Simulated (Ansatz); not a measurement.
The system is Al.

```xyz
2
Lattice="4.4916 0.0000 0.0000 -2.2458 3.8898 0.0000 0.0000 0.0000 2.7226" Properties=species:S:1:pos:R:3 pbc="T T T"
Al    0.0000    2.5932    0.0000
Al    2.2458    1.2966    0.0000
```

The cell was built by a generator and needn't be a form met in nature.

| Property | Result |
| --- | --- |
| Program | Ansatz 0.2.0 |
| Task | single point |
| Functional | PBE |
| Potentials or basis | Ansatz PAW |
| Cutoff | 420 eV (not typed: the program's choice for these potentials) |
| k mesh | 7 × 7 × 10 |
| Occupations | fermi-dirac, width 0.05 eV |
| Spin | no spin polarisation |

On this cell: pressure 1.7 GPa; largest force under 0.003 eV/Å; band gap on the k mesh none (metal or under the smearing width).

The same run follows on a disturbed copy (atoms moved at random, drawn with an rms of 0.05 Å):

```
CELL_PARAMETERS angstrom
4.49160 0.00000 0.00000
-2.24580 3.88984 0.00000
0.00000 0.00000 2.72260
ATOMIC_POSITIONS crystal
Al 0.31656 0.65768 0.01194
Al 0.66034 0.32091 0.97515
```

Problem. What does the disturbed cell give?

Solution. The energy (extrapolated to zero smearing) moves by +1.7 meV/atom; pressure 1.6 GPa; largest force 0.380 eV/Å; band gap on the k mesh none (metal or under the smearing width).

Forces in eV/Å, atoms in the order of the input:
```
Al   0.348 -0.067  0.138
Al  -0.348  0.067 -0.138
```

Stress tensor (GPa, compression positive):
```
 1.67  1.39  0.10
 1.39  2.28 -0.02
 0.10 -0.02  1.00
```
